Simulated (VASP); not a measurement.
**CdS: single point with PBEsol**

The system is CdS.

```xyz
2
Lattice="0.0000 2.9178 2.9178 2.9178 0.0000 2.9178 2.9178 2.9178 0.0000" Properties=species:S:1:pos:R:3 pbc="T T T"
Cd    0.0000    0.0000    0.0000
S     4.3768    4.3768    4.3768
```

The cell is a database's computed one.

```yaml
Program: VASP 6.6.1
Task: single point
Functional: PBEsol
Potentials_or_basis: VASP PAW PBE potentials, release 64 (Cd, S)
Cutoff: 520 eV
k_mesh: 12 × 12 × 12
Occupations: gaussian, width 0.02 eV
Spin: no spin polarisation
Further_INCAR_settings: ALGO = Fast; EDIFF = 1e-06; NBANDS = 16
```

```yaml
Pressure: 0.1 GPa
Band_gap_on_the_k_mesh: 1.01 eV, direct
```

Levels at points of the mesh, in eV from the valence-band top:
```tsv
k point	band 5	band 6	band 7	band 8	band 9	band 10	band 11	band 12	band 13	band 14
(0.00, 0.00, 0.00)	-7.24	-7.24	0.00	0.00	0.00	1.01	6.45	6.45	6.45	11.20
(0.50, 0.00, 0.00)	-7.20	-6.86	-4.47	-0.76	-0.76	2.89	6.91	6.91	7.32	10.87
(0.50, 0.50, 0.00)	-7.15	-6.79	-4.01	-1.91	-1.91	3.39	4.25	9.07	10.66	10.66
```

It took 40 s on 1 thread of Intel(R) Xeon(R) Platinum 8175M CPU @ 2.50GHz (Skylake/Cascade Lake), with other jobs on the host, peak memory 0.21 GiB.

Caveat: the PAW data sets were made with another functional, which shifts forces and pressure a little. As with any semilocal functional, this PBEsol gap is likely too small.
